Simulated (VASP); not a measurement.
Set up this calculation in VASP 6.6.1, as the native input.

```
Task                   : optical spectrum
Functional             : LDA
Potentials or basis    : VASP PAW PBE potentials, release 64 (Nd_3), 4f in core
Cutoff                 : 520 eV
k mesh                 : 9 × 9 × 9
Occupations            : tetrahedron
Spin                   : collinear spin, ferromagnetic start
Starting moments       : [3.0] μB
Hubbard terms          : Nd f U = 8 eV
Further INCAR settings : ALGO = Fast; EDIFF = 1e-07; NBANDS = 54
```

The structure of Nd lies in POSCAR:

```
Nd
1.0
    0.0000000000      2.4962535148      2.4962535148
    2.4962535148      0.0000000000      2.4962535148
    2.4962535148      2.4962535148      0.0000000000
Nd
1
Cartesian
    0.0000000000      0.0000000000      0.0000000000
```

This isn't the form of Nd at room conditions, which is double hcp.

The cell isn't the ideal one: volume scaled by 0.88.

One way to write it, as run:

INCAR

```
PREC = Accurate
ENCUT = 520
EDIFF = 1E-7
ISMEAR = -5
SIGMA = 0.05
LREAL = F
LASPH = T
NELM = 100
ALGO = Fast
ISIF = 2
LWAVE = F
LCHARG = F
ISPIN = 2
MAGMOM = 3
LORBIT = 11
LMAXMIX = 6
LDAU = T
LDAUTYPE = 2
LDAUL = 3
LDAUU = 8
LDAUJ = 0
LDAUPRINT = 1
GGA = CA
LOPTICS = T
NBANDS = 54
NEDOS = 1000
CSHIFT = 0.05
```

KPOINTS

```
Automatic mesh
0
Gamma
  9 9 9
```

Potentials or basis: VASP PAW PBE potentials, release 64 (Nd_3), 4f in core.

The run is started by

```bash
$ cat potpaw_PBE.64/Nd_3/POTCAR > POTCAR
$ mpirun -np 1 vasp_std > vasp.out
```

Results of the run:

```
Pressure                                              : 0.9 GPa
Band gap on the k mesh                                : none (metal or under the smearing width)
Net moment                                            : 0.00 μB per cell
Valence electrons inside the program's atomic spheres : Nd 9.02
```

Caveat: the magnetic or orbital state may not be the lowest; U is put on an f shell that these potentials keep in the core, so it has next to no effect; the PAW data sets were made with another functional, which shifts forces and pressure a little; spin-orbit coupling is left out, which moves the levels of the heavy elements; the 4f electrons are frozen in the core as for a trivalent ion, so they carry no moment and show no levels; tetrahedron occupations give inexact forces and stress in metals.

Wall time 2.5 min on 1 thread of Intel(R) Xeon(R) Platinum 8488C (Sapphire Rapids), on a shared host, peak memory 0.2 GiB.
